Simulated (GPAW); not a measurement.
# MgO (Fm-3m) in GPAW: further runs

Runs on MgO. Level: PBE. Tasks: G0W0 quasiparticle levels.

All numbers are computed with GPAW 26.7.0; they aren't measurements. Logs are shortened: lines on timing, memory, paths and dates and some standing lists are left out, and cuts for length are marked. The log counts tension as positive stress, the text compression.

### 1 Starting point

It takes space group Fm-3m (No. 225, cubic). Conventional cell: a = 4.194 Å, b = 4.194 Å, c = 4.194 Å, α = 90.00°, β = 90.00°, γ = 90.00°. Around Mg (site symmetry m-3m) lie 6 O at 2.10 Å. Around O (site symmetry m-3m) lie 6 Mg at 2.10 Å.

The cell is a database's computed one.

### 2 G0W0 quasiparticle levels, PBE

run.py reads:

```python
import json
import numpy as np
from ase import Atoms
from ase.dft.bandgap import bandgap
from ase.io import write
from gpaw import GPAW, PW
from gpaw.response.g0w0 import G0W0

atoms = Atoms(['Mg', 'O'],
              cell=[[0.0, 2.0970013927, 2.0970013927],
                    [2.0970013927, 0.0, 2.0970013927],
                    [2.0970013927, 2.0970013927, 0.0]],
              scaled_positions=[[0.0, 0.0, 0.0],
                                [0.5, 0.5, 0.5]],
              pbc=True)

calc = GPAW(mode=PW(600),
            xc='PBE',
            kpts={'size': (5, 5, 5), 'gamma': True},
            occupations={'name': 'fermi-dirac', 'width': 0.001},
            nbands=16,
            convergence={'density': 1e-06},
            maxiter=150,
            txt='gpaw.txt')
atoms.calc = calc
energy = atoms.get_potential_energy()
calc.write('gs.gpw')
write('result.traj', atoms)
print(f'Energy: {energy:.6f} eV')
print('Fermi level:', round(calc.get_fermi_level(), 4), 'eV')
print(f'Gap: {bandgap(calc)[0]:.4f} eV, direct: {bandgap(calc, direct=True)[0]:.4f} eV')

calc.diagonalize_full_hamiltonian(nbands=33)
calc.write('full.gpw', mode='all')

ibz = calc.get_ibz_k_points()
gap, vbm, cbm = bandgap(calc, output=None)
gap, direct, _ = bandgap(calc, direct=True, output=None)
gamma = int(np.abs(ibz).sum(1).argmin())
kpts = sorted({gamma, vbm[1], cbm[1], direct[1]})
gw = G0W0(calc='full.gpw',
          filename='gw',
          ecut=80,
          ecut_extrapolation=False,
          relbands=(-2, 2),
          kpts=kpts,
          integrate_gamma='WS',
          nbands=29,
          mpa={'npoles': 8, 'wrange': [0, 54.4], 'varpi': 27.2, 'eta0': 0.27, 'eta_rest': 2.72, 'alpha': 1})
gw.calculate()
results = {mode: {key: np.asarray(r[key]).tolist() for key in ['f', 'eps', 'vxc', 'exx', 'sigma', 'Z', 'qp', 'sigma_eskn']}
           for mode, r in gw.all_results.items()}
json.dump({'kpts': ibz[kpts].tolist(), 'results': results}, open('gw.json', 'w'))
for mode, r in results.items():
    f, qp = np.array(r['f']), np.array(r['qp'])
    print(mode, 'quasiparticle energies (eV):')
    print(qp.round(3))
    print(mode, 'gap:', round(qp[f < 0.5].min() - qp[f > 0.5].max(), 4), 'eV')
```

Potentials or basis: GPAW PAW data sets (gpaw-data 1.2.1), pw.

Launch:

```console
OMP_NUM_THREADS=1 python run.py
```

gpaw.txt:

```text
__  _  _
 | _ |_)|_||  |
 |__||  | ||/\| - 26.7.0

Input parameters:
  mode=PW(ecut=600.0),
  convergence={'density': 1e-06},
  kpts=MonkhorstPack(size=(5, 5, 5), gamma=True),
  maxiter=150,
  nbands=16,
  occupations=Occupations(name='fermi-dirac', width=0.001),
  xc=XC(name='PBE')

Diagonalizing LCAO Hamiltonian
Converting LCAO to pw mode

              O

       Mg

Atoms  # Å, Bohr magnetons
|   | symbol |        x |        y |        z |    initial magnetic moments |
|---|--------|----------|----------|----------|-----------------------------|
| 0 |     Mg | 0.000000 | 0.000000 | 0.000000 | ( 0.0000,  0.0000,  0.0000) |
| 1 |      O | 2.097001 | 2.097001 | 2.097001 | ( 0.0000,  0.0000,  0.0000) |

Unit cell  # Å
| periodic |        x |        y |        z |  lengths |    angles |
|----------|----------|----------|----------|----------|-----------|
|      yes | 0.000000 | 2.097001 | 2.097001 | 2.965608 | 60.000000 |
|      yes | 2.097001 | 0.000000 | 2.097001 | 2.965608 | 60.000000 |
|      yes | 2.097001 | 2.097001 | 0.000000 | 2.965608 | 60.000000 |

Number of symmetries: 48
Symmetry operations  # r_c * U_cc + t_c -> r_c
|    | kind |            matrix            |
|----|------|------------------------------|
|  0 |  σ   |  1, 0, 0,  1, 0,-1,  1,-1, 0 |
|  1 |  C2  |  1, 0, 0,  1,-1, 0,  1, 0,-1 |
|  2 |  E   |  1, 0, 0,  0, 1, 0,  0, 0, 1 |
|  3 |  σ   |  1, 0, 0,  0, 0, 1,  0, 1, 0 |
|  4 |  C4  |  1, 0,-1,  1, 0, 0,  1,-1, 0 |
|  5 |  S6  |  1, 0,-1,  1,-1, 0,  1, 0, 0 |
|  6 |  σ   |  1, 0,-1,  0, 1,-1,  0, 0,-1 |
|  7 |  C3  |  1, 0,-1,  0, 0,-1,  0, 1,-1 |
|  8 |  S6  |  1,-1, 0,  1, 0, 0,  1, 0,-1 |
|  9 |  C4  |  1,-1, 0,  1, 0,-1,  1, 0, 0 |
| 10 |  C3  |  1,-1, 0,  0,-1, 1,  0,-1, 0 |
| 11 |  σ   |  1,-1, 0,  0,-1, 0,  0,-1, 1 |
| 12 |  σ   |  0, 1, 0,  1, 0, 0,  0, 0, 1 |
| 13 |  C4  |  0, 1, 0,  0, 1,-1, -1, 1, 0 |
| 14 |  C3  |  0, 1, 0,  0, 0, 1,  1, 0, 0 |
| 15 |  S6  |  0, 1, 0, -1, 1, 0,  0, 1,-1 |
| 16 |  C2  |  0, 1,-1,  1, 0,-1,  0, 0,-1 |
| 17 |  σ   |  0, 1,-1,  0, 1, 0, -1, 1, 0 |
| 18 |  S4  |  0, 1,-1,  0, 0,-1,  1, 0,-1 |
| 19 |  C4  |  0, 1,-1, -1, 1, 0,  0, 1, 0 |
| 20 |  C3  |  0, 0, 1,  1, 0, 0,  0, 1, 0 |
| 21 |  σ   |  0, 0, 1,  0, 1, 0,  1, 0, 0 |
| 22 |  S6  |  0, 0, 1,  0,-1, 1, -1, 0, 1 |
| 23 |  C4  |  0, 0, 1, -1, 0, 1,  0,-1, 1 |
| 24 |  S4  |  0, 0,-1,  1, 0,-1,  0, 1,-1 |
| 25 |  C3  |  0, 0,-1,  0, 1,-1,  1, 0,-1 |
| 26 |  C2  |  0, 0,-1,  0,-1, 0, -1, 0, 0 |
| 27 |  S6  |  0, 0,-1, -1, 0, 0,  0,-1, 0 |
| 28 |  S4  |  0,-1, 1,  1,-1, 0,  0,-1, 0 |
| 29 |  C4  |  0,-1, 1,  0, 0, 1, -1, 0, 1 |
| 30 |  C2  |  0,-1, 1,  0,-1, 0,  1,-1, 0 |
| 31 |  σ   |  0,-1, 1, -1, 0, 1,  0, 0, 1 |
| 32 |  C3  |  0,-1, 0,  1,-1, 0,  0,-1, 1 |
| 33 |  S6  |  0,-1, 0,  0, 0,-1, -1, 0, 0 |
| 34 |  S4  |  0,-1, 0,  0,-1, 1,  1,-1, 0 |
| 35 |  C2  |  0,-1, 0, -1, 0, 0,  0, 0,-1 |
| 36 |  C2  | -1, 1, 0,  0, 1, 0,  0, 1,-1 |
| 37 |  S6  | -1, 1, 0,  0, 1,-1,  0, 1, 0 |
| 38 |  S4  | -1, 1, 0, -1, 0, 1, -1, 0, 0 |
| 39 |  C3  | -1, 1, 0, -1, 0, 0, -1, 0, 1 |
| 40 |  S6  | -1, 0, 1,  0, 0, 1,  0,-1, 1 |
| 41 |  C2  | -1, 0, 1,  0,-1, 1,  0, 0, 1 |
| 42 |  C3  | -1, 0, 1, -1, 1, 0, -1, 0, 0 |
| 43 |  S4  | -1, 0, 1, -1, 0, 0, -1, 1, 0 |
| 44 |  C2  | -1, 0, 0,  0, 0,-1,  0,-1, 0 |
| 45 |  i   | -1, 0, 0,  0,-1, 0,  0, 0,-1 |
| 46 |  σ   | -1, 0, 0, -1, 1, 0, -1, 0, 1 |
| 47 |  C2  | -1, 0, 0, -1, 0, 1, -1, 1, 0 |

BZ-sampling:
  Number of BZ points: 125
  Number of IBZ points: 10

  Monkhorst-Pack size: [5, 5, 5]
  Monkhorst-Pack shift: [0, 0, 0]

K-points  # in reciprocal-cell coordinates
|   |                                coordinates |     weight |
|---|--------------------------------------------|------------|
| 0 | (  0.00000000,   0.00000000,   0.00000000) | 0.00800000 |
| 1 | (  0.20000000,   0.20000000,   0.00000000) | 0.04800000 |
| 2 | (  0.20000000,   0.20000000,   0.20000000) | 0.06400000 |
| 3 | (  0.40000000,   0.20000000,  -0.20000000) | 0.19200000 |
| 4 | (  0.40000000,   0.20000000,   0.20000000) | 0.09600000 |
| 5 | (  0.40000000,   0.40000000,  -0.40000000) | 0.19200000 |
| 6 | (  0.40000000,   0.40000000,  -0.20000000) | 0.09600000 |
| 7 | (  0.40000000,   0.40000000,   0.00000000) | 0.04800000 |
| 8 | (  0.40000000,   0.40000000,   0.20000000) | 0.19200000 |
| 9 | (  0.40000000,   0.40000000,   0.40000000) | 0.06400000 |

Plane wave coefficients: 628
Cutoff: 600.0 eV

Spin-components: 1 (collinear spins)
Bands:           16
Projectors:      10
Spin-degeneracy: 2
Datatype:        complex128

Parallelization:
  kpt:    1
  domain: 1
  band:   1

Density:
  Valence electrons: 16.0
  Components: 1
  Grid points: [18 18 18]
  Charge: 0.0  # |e|

Potential:
  Grid points: [18 18 18]

species:
  Mg:
    name:    Magnesium
    Z:       12.0
    valence: 10
    core:    2
    charge:  0.0  # [|e|]
    compensation charges:
      type: gauss
      rc: 0.33  # [Å]
      lmax: 2
    cutoffs:
      filter: 1.86  # [Å]
      core: 0.54  # [Å]
    projectors
    | kind |    occ | energy [eV] | rcut [Å] |
    |------|--------|-------------|----------|
    |   2s |  2.000 |     -79.840 |    1.090 |
    |   3s |  2.000 |      -4.705 |    1.090 |
    |   2p |  6.000 |     -46.613 |    1.085 |
    |   3p |  0.000 |      -1.330 |    1.085 |
    |    d |        |       0.000 |    1.037 |

    Using partial waves for Mg as LCAO basis

  O:
    name:    Oxygen
    Z:       8.0
    valence: 6
    core:    2
    charge:  0.0  # [|e|]
    compensation charges:
      type: gauss
      rc: 0.21  # [Å]
      lmax: 2
    cutoffs:
      filter: 1.17  # [Å]
      core: 0.83  # [Å]
    projectors
    | kind |    occ | energy [eV] | rcut [Å] |
    |------|--------|-------------|----------|
    |   2s |  2.000 |     -23.961 |    0.688 |
    |   2p |  4.000 |      -9.029 |    0.598 |
    |    s |        |       3.251 |    0.688 |
    |    p |        |      18.182 |    0.598 |
    |    d |        |       0.000 |    0.619 |

    Using partial waves for O as LCAO basis

Reference energy: -7490.497190  # eV

eigensolver:
  PPCG
  Converge bands: occupied
  niter=2

density mixing:
  MSR1-Mixer
  Pratt-step length: 0.05
  Maximum mixing coefficient: 0.75
  Old densities: 10
  SVD Regularization: 0.005
  Good broyden scale: 1.0
  Trust region scale: 1.0
  Backstep threshold: 4.0
  History deletion threshold: 6.0
  Fourier metric: weight=20.0, sigma=0.015

occupation numbers:
  Fermi-Dirac:
    width: 0.0010  # eV

poisson solver:
  ecut: 4800.0  # eV

xc functional:
  name: PBE with 2 nearest neighbor stencil

convergence criteria:
- Maximum integral of absolute [dens]ity change: 1e-06 electrons / valence electron
- Maximum [total energy] change in last 3 cyles: 0.0005 eV / valence electron
- Maximum integral of absolute [eigenst]ate change: 4e-08 eV^2 / valence electron
maximum number of iterations: 150

SCF iterations
|iter     | |      energy | eigst |  dens |
|---------|-|-------------|-------|-------|
|iter:   1| |  -13.413417 | +0.07 |       |
|iter:   2| |  -13.062959 | -2.18 | -0.99 |
|iter:   3| |  -12.098080 | -1.40 | -1.04 |
|iter:   4| |  -12.103279 | -3.11 | -1.58 |
|iter:   5| |  -12.108558 | -3.07 | -1.85 |
|iter:   6| |  -12.108619c| -5.34 | -3.01 |
|iter:   7| |  -12.108638c| -6.22 | -3.39 |
|iter:   8| |  -12.108638c| -7.98c| -4.39 |
|iter:   9| |  -12.108638c| -8.29c| -5.19 |
|iter:  10| |  -12.108638c| -8.84c| -5.66 |
|iter:  11| |  -12.108638c| -9.70c| -7.05c|

Converged in 11 steps
Energy contributions relative to reference atoms: (reference = -7490.497190)

Energy contributions:
  Kinetic:          12.527127
  Coulomb:         -10.326201
  Zero:              0.109400
  External:          0.000000
  Xc:              -14.418965
  Entropy:          -0.000000
  Spinorbit:         0.000000
  ----------------------------
  Free energy:     -12.108638
  Extrapolated:    -12.108638

dipole moment: (-6.014502, -6.014502, -6.014502)  # |e|*Ang

Fermi level: 5.690
Eigenvalues  # (at kpt = [0.000, 0.000, 0.000])
| band index |      eig [eV] | occ [0-2] |
|------------|---------------|-----------|
|          0 |       -67.346 |     2.000 |
|          1 |       -34.090 |     2.000 |
|          2 |       -34.090 |     2.000 |
|          3 |       -34.090 |     2.000 |
|          4 |       -12.279 |     2.000 |
|          5 |         5.016 |     2.000 |
[... 8 lines left out ...]
|         14 |        26.674 |     0.000 |
|         15 |        29.621 |     0.000 |

Gap: 4.885 eV
Transition (v -> c):
  (s=0, k=0, n=7, [0.00, 0.00, 0.00]) -> (s=0, k=0, n=8, [0.00, 0.00, 0.00])
No difference between direct/indirect transitions
# Writing to gs.gpw (mode='')

Matrix size: 628x628
# Writing to full.gpw (mode='all')
```

Run time: 19 s. Hardware: 1 thread of INTEL XEON PLATINUM 8581C at 2.30GHz (Emerald Rapids), shared host; peak memory 0.33 GiB.

What came out:

| Quantity | Value |
| --- | --- |
| Free energy | -12.1086 eV |
| Band gap on the k mesh, mean-field level | 4.88 eV, direct |
| Quasiparticle gap | 7.09 eV |
| Least direct quasiparticle gap | 7.09 eV |

Caveat: the k mesh is coarse (spacing up to 0.52 Å⁻¹), so the values aren't converged; the quasiparticle gap is taken among the few k points that were corrected; the long-wavelength limit can be off by a per cent or two.

### 3 G0W0 quasiparticle levels, PBE

Changes to run.py since step 2:

```diff
@@ -48,3 +48,4 @@
           nbands=29,
-          mpa={'npoles': 8, 'wrange': [0, 54.4], 'varpi': 27.2, 'eta0': 0.27, 'eta_rest': 2.72, 'alpha': 1})
+          frequencies={'type': 'nonlinear', 'domega0': 0.1, 'omega2': 10},
+          eta=0.1)
 gw.calculate()
```

Potentials or basis: GPAW PAW data sets (gpaw-data 1.2.1), pw.

Launch:

```console
OMP_NUM_THREADS=1 python run.py
```

gpaw.txt:

```text
__  _  _
 | _ |_)|_||  |
 |__||  | ||/\| - 26.7.0

Input parameters:
  mode=PW(ecut=600.0),
  convergence={'density': 1e-06},
  kpts=MonkhorstPack(size=(5, 5, 5), gamma=True),
  maxiter=150,
  nbands=16,
  occupations=Occupations(name='fermi-dirac', width=0.001),
  xc=XC(name='PBE')

Diagonalizing LCAO Hamiltonian
Converting LCAO to pw mode

              O

       Mg

Atoms  # Å, Bohr magnetons
|   | symbol |        x |        y |        z |    initial magnetic moments |
|---|--------|----------|----------|----------|-----------------------------|
| 0 |     Mg | 0.000000 | 0.000000 | 0.000000 | ( 0.0000,  0.0000,  0.0000) |
| 1 |      O | 2.097001 | 2.097001 | 2.097001 | ( 0.0000,  0.0000,  0.0000) |

Unit cell  # Å
| periodic |        x |        y |        z |  lengths |    angles |
|----------|----------|----------|----------|----------|-----------|
|      yes | 0.000000 | 2.097001 | 2.097001 | 2.965608 | 60.000000 |
|      yes | 2.097001 | 0.000000 | 2.097001 | 2.965608 | 60.000000 |
|      yes | 2.097001 | 2.097001 | 0.000000 | 2.965608 | 60.000000 |

Number of symmetries: 48
Symmetry operations  # r_c * U_cc + t_c -> r_c
|    | kind |            matrix            |
|----|------|------------------------------|
|  0 |  σ   |  1, 0, 0,  1, 0,-1,  1,-1, 0 |
|  1 |  C2  |  1, 0, 0,  1,-1, 0,  1, 0,-1 |
|  2 |  E   |  1, 0, 0,  0, 1, 0,  0, 0, 1 |
|  3 |  σ   |  1, 0, 0,  0, 0, 1,  0, 1, 0 |
|  4 |  C4  |  1, 0,-1,  1, 0, 0,  1,-1, 0 |
|  5 |  S6  |  1, 0,-1,  1,-1, 0,  1, 0, 0 |
|  6 |  σ   |  1, 0,-1,  0, 1,-1,  0, 0,-1 |
|  7 |  C3  |  1, 0,-1,  0, 0,-1,  0, 1,-1 |
|  8 |  S6  |  1,-1, 0,  1, 0, 0,  1, 0,-1 |
|  9 |  C4  |  1,-1, 0,  1, 0,-1,  1, 0, 0 |
| 10 |  C3  |  1,-1, 0,  0,-1, 1,  0,-1, 0 |
| 11 |  σ   |  1,-1, 0,  0,-1, 0,  0,-1, 1 |
| 12 |  σ   |  0, 1, 0,  1, 0, 0,  0, 0, 1 |
| 13 |  C4  |  0, 1, 0,  0, 1,-1, -1, 1, 0 |
| 14 |  C3  |  0, 1, 0,  0, 0, 1,  1, 0, 0 |
| 15 |  S6  |  0, 1, 0, -1, 1, 0,  0, 1,-1 |
| 16 |  C2  |  0, 1,-1,  1, 0,-1,  0, 0,-1 |
| 17 |  σ   |  0, 1,-1,  0, 1, 0, -1, 1, 0 |
| 18 |  S4  |  0, 1,-1,  0, 0,-1,  1, 0,-1 |
| 19 |  C4  |  0, 1,-1, -1, 1, 0,  0, 1, 0 |
| 20 |  C3  |  0, 0, 1,  1, 0, 0,  0, 1, 0 |
| 21 |  σ   |  0, 0, 1,  0, 1, 0,  1, 0, 0 |
| 22 |  S6  |  0, 0, 1,  0,-1, 1, -1, 0, 1 |
| 23 |  C4  |  0, 0, 1, -1, 0, 1,  0,-1, 1 |
| 24 |  S4  |  0, 0,-1,  1, 0,-1,  0, 1,-1 |
| 25 |  C3  |  0, 0,-1,  0, 1,-1,  1, 0,-1 |
| 26 |  C2  |  0, 0,-1,  0,-1, 0, -1, 0, 0 |
| 27 |  S6  |  0, 0,-1, -1, 0, 0,  0,-1, 0 |
| 28 |  S4  |  0,-1, 1,  1,-1, 0,  0,-1, 0 |
| 29 |  C4  |  0,-1, 1,  0, 0, 1, -1, 0, 1 |
| 30 |  C2  |  0,-1, 1,  0,-1, 0,  1,-1, 0 |
| 31 |  σ   |  0,-1, 1, -1, 0, 1,  0, 0, 1 |
| 32 |  C3  |  0,-1, 0,  1,-1, 0,  0,-1, 1 |
| 33 |  S6  |  0,-1, 0,  0, 0,-1, -1, 0, 0 |
| 34 |  S4  |  0,-1, 0,  0,-1, 1,  1,-1, 0 |
| 35 |  C2  |  0,-1, 0, -1, 0, 0,  0, 0,-1 |
| 36 |  C2  | -1, 1, 0,  0, 1, 0,  0, 1,-1 |
| 37 |  S6  | -1, 1, 0,  0, 1,-1,  0, 1, 0 |
| 38 |  S4  | -1, 1, 0, -1, 0, 1, -1, 0, 0 |
| 39 |  C3  | -1, 1, 0, -1, 0, 0, -1, 0, 1 |
| 40 |  S6  | -1, 0, 1,  0, 0, 1,  0,-1, 1 |
| 41 |  C2  | -1, 0, 1,  0,-1, 1,  0, 0, 1 |
| 42 |  C3  | -1, 0, 1, -1, 1, 0, -1, 0, 0 |
| 43 |  S4  | -1, 0, 1, -1, 0, 0, -1, 1, 0 |
| 44 |  C2  | -1, 0, 0,  0, 0,-1,  0,-1, 0 |
| 45 |  i   | -1, 0, 0,  0,-1, 0,  0, 0,-1 |
| 46 |  σ   | -1, 0, 0, -1, 1, 0, -1, 0, 1 |
| 47 |  C2  | -1, 0, 0, -1, 0, 1, -1, 1, 0 |

BZ-sampling:
  Number of BZ points: 125
  Number of IBZ points: 10

  Monkhorst-Pack size: [5, 5, 5]
  Monkhorst-Pack shift: [0, 0, 0]

K-points  # in reciprocal-cell coordinates
|   |                                coordinates |     weight |
|---|--------------------------------------------|------------|
| 0 | (  0.00000000,   0.00000000,   0.00000000) | 0.00800000 |
| 1 | (  0.20000000,   0.20000000,   0.00000000) | 0.04800000 |
| 2 | (  0.20000000,   0.20000000,   0.20000000) | 0.06400000 |
| 3 | (  0.40000000,   0.20000000,  -0.20000000) | 0.19200000 |
| 4 | (  0.40000000,   0.20000000,   0.20000000) | 0.09600000 |
| 5 | (  0.40000000,   0.40000000,  -0.40000000) | 0.19200000 |
| 6 | (  0.40000000,   0.40000000,  -0.20000000) | 0.09600000 |
| 7 | (  0.40000000,   0.40000000,   0.00000000) | 0.04800000 |
| 8 | (  0.40000000,   0.40000000,   0.20000000) | 0.19200000 |
| 9 | (  0.40000000,   0.40000000,   0.40000000) | 0.06400000 |

Plane wave coefficients: 628
Cutoff: 600.0 eV

Spin-components: 1 (collinear spins)
Bands:           16
Projectors:      10
Spin-degeneracy: 2
Datatype:        complex128

Parallelization:
  kpt:    1
  domain: 1
  band:   1

Density:
  Valence electrons: 16.0
  Components: 1
  Grid points: [18 18 18]
  Charge: 0.0  # |e|

Potential:
  Grid points: [18 18 18]

species:
  Mg:
    name:    Magnesium
    Z:       12.0
    valence: 10
    core:    2
    charge:  0.0  # [|e|]
    compensation charges:
      type: gauss
      rc: 0.33  # [Å]
      lmax: 2
    cutoffs:
      filter: 1.86  # [Å]
      core: 0.54  # [Å]
    projectors
    | kind |    occ | energy [eV] | rcut [Å] |
    |------|--------|-------------|----------|
    |   2s |  2.000 |     -79.840 |    1.090 |
    |   3s |  2.000 |      -4.705 |    1.090 |
    |   2p |  6.000 |     -46.613 |    1.085 |
    |   3p |  0.000 |      -1.330 |    1.085 |
    |    d |        |       0.000 |    1.037 |

    Using partial waves for Mg as LCAO basis

  O:
    name:    Oxygen
    Z:       8.0
    valence: 6
    core:    2
    charge:  0.0  # [|e|]
    compensation charges:
      type: gauss
      rc: 0.21  # [Å]
      lmax: 2
    cutoffs:
      filter: 1.17  # [Å]
      core: 0.83  # [Å]
    projectors
    | kind |    occ | energy [eV] | rcut [Å] |
    |------|--------|-------------|----------|
    |   2s |  2.000 |     -23.961 |    0.688 |
    |   2p |  4.000 |      -9.029 |    0.598 |
    |    s |        |       3.251 |    0.688 |
    |    p |        |      18.182 |    0.598 |
    |    d |        |       0.000 |    0.619 |

    Using partial waves for O as LCAO basis

Reference energy: -7490.497190  # eV

eigensolver:
  PPCG
  Converge bands: occupied
  niter=2

density mixing:
  MSR1-Mixer
  Pratt-step length: 0.05
  Maximum mixing coefficient: 0.75
  Old densities: 10
  SVD Regularization: 0.005
  Good broyden scale: 1.0
  Trust region scale: 1.0
  Backstep threshold: 4.0
  History deletion threshold: 6.0
  Fourier metric: weight=20.0, sigma=0.015

occupation numbers:
  Fermi-Dirac:
    width: 0.0010  # eV

poisson solver:
  ecut: 4800.0  # eV

xc functional:
  name: PBE with 2 nearest neighbor stencil

convergence criteria:
- Maximum integral of absolute [dens]ity change: 1e-06 electrons / valence electron
- Maximum [total energy] change in last 3 cyles: 0.0005 eV / valence electron
- Maximum integral of absolute [eigenst]ate change: 4e-08 eV^2 / valence electron
maximum number of iterations: 150

SCF iterations
|iter     | |      energy | eigst |  dens |
|---------|-|-------------|-------|-------|
|iter:   1| |  -13.413417 | +0.07 |       |
|iter:   2| |  -13.062959 | -2.18 | -0.99 |
|iter:   3| |  -12.098080 | -1.40 | -1.04 |
|iter:   4| |  -12.103279 | -3.11 | -1.58 |
|iter:   5| |  -12.108558 | -3.07 | -1.85 |
|iter:   6| |  -12.108619c| -5.34 | -3.01 |
|iter:   7| |  -12.108638c| -6.22 | -3.39 |
|iter:   8| |  -12.108638c| -7.98c| -4.39 |
|iter:   9| |  -12.108638c| -8.29c| -5.19 |
|iter:  10| |  -12.108638c| -8.84c| -5.66 |
|iter:  11| |  -12.108638c| -9.70c| -7.05c|

Converged in 11 steps
Energy contributions relative to reference atoms: (reference = -7490.497190)

Energy contributions:
  Kinetic:          12.527127
  Coulomb:         -10.326201
  Zero:              0.109400
  External:          0.000000
  Xc:              -14.418965
  Entropy:          -0.000000
  Spinorbit:         0.000000
  ----------------------------
  Free energy:     -12.108638
  Extrapolated:    -12.108638

dipole moment: (-6.014502, -6.014502, -6.014502)  # |e|*Ang

Fermi level: 5.690
Eigenvalues  # (at kpt = [0.000, 0.000, 0.000])
| band index |      eig [eV] | occ [0-2] |
|------------|---------------|-----------|
|          0 |       -67.346 |     2.000 |
|          1 |       -34.090 |     2.000 |
|          2 |       -34.090 |     2.000 |
|          3 |       -34.090 |     2.000 |
|          4 |       -12.279 |     2.000 |
|          5 |         5.016 |     2.000 |
[... 8 lines left out ...]
|         14 |        26.674 |     0.000 |
|         15 |        29.621 |     0.000 |

Gap: 4.885 eV
Transition (v -> c):
  (s=0, k=0, n=7, [0.00, 0.00, 0.00]) -> (s=0, k=0, n=8, [0.00, 0.00, 0.00])
No difference between direct/indirect transitions
# Writing to gs.gpw (mode='')

Matrix size: 628x628
# Writing to full.gpw (mode='all')
```

It took 19 s on 1 thread of INTEL XEON PLATINUM 8581C at 2.30GHz (Emerald Rapids), shared host; peak memory 0.33 GiB.

What came out:

```
Free energy                              : -12.1086 eV
Band gap on the k mesh, mean-field level : 4.88 eV, direct
Quasiparticle gap                        : 7.12 eV
Least direct quasiparticle gap           : 7.12 eV
```

Caveat: the k mesh is coarse (spacing up to 0.52 Å⁻¹), so the values aren't converged; the quasiparticle gap is taken among the few k points that were corrected; the long-wavelength limit can be off by a per cent or two.

(Part 1 of 2 ends here.)
